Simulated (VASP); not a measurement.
Wanted: the native input for a VASP 6.6.1 run.

```yaml
Task: single point
Functional: PBEsol
Potentials_or_basis: VASP PAW PBE potentials, release 64 (Sn_d, S)
Cutoff: 520 eV
k_mesh: 8 × 8 × 5
Occupations: fermi-dirac, width 0.05 eV
Spin: no spin polarisation
Ladder: free
Further_INCAR_settings: ALGO = Normal; EDIFF = 1e-07; NBANDS = 20
```

The structure of SnS2 (Berndtite-2T) lies in POSCAR:

```
SnS2
1.0
    3.6390000000      0.0000000000      0.0000000000
   -1.8195000000      3.1514664444      0.0000000000
    0.0000000000      0.0000000000      5.8680000000
Sn S
1 2
Direct
    0.0000000000      0.0000000000      0.0000000000
    0.6666666667      0.3333333333      0.7500000000
    0.3333333333      0.6666666667      0.2500000000
```

One way to write it, as run:

INCAR

```
ALGO = Normal ; EDIFF = 1E-7
ENCUT = 520 ; GGA = PS
ISIF = 2 ; ISMEAR = -1
LASPH = True ; LCHARG = False
LREAL = False ; LWAVE = False
NBANDS = 20 ; NELM = 80
PREC = Accurate ; SIGMA = 0.05
```

KPOINTS

```
k-points
0
Gamma
  8 8 5
```

Potentials or basis: VASP PAW PBE potentials, release 64 (Sn_d, S).

The run is started by

```bash
$ cat potpaw_PBE.64/Sn_d/POTCAR potpaw_PBE.64/S/POTCAR > POTCAR
$ mpirun -np 1 vasp_std > vasp.out
```

It gave:

```yaml
Pressure: 1.1 GPa
Largest_force: 0.099 eV/Å
Band_gap_on_the_k_mesh: 1.39 eV, indirect (least direct gap 1.87 eV)
```

Caveat: the PAW data sets were made with another functional, which shifts forces and pressure a little; spin-orbit coupling is left out, which moves the levels of the heavy elements; an odd mesh through Γ misses points on the zone boundary, where band edges often lie; this functional lacks dispersion, which binds the layers, so the pressure and a relaxed spacing across them are unreliable.

It took 36 s on 1 thread of Intel(R) Xeon(R) Platinum 8488C (Sapphire Rapids), with other jobs on the host, peak memory 0.2 GiB.
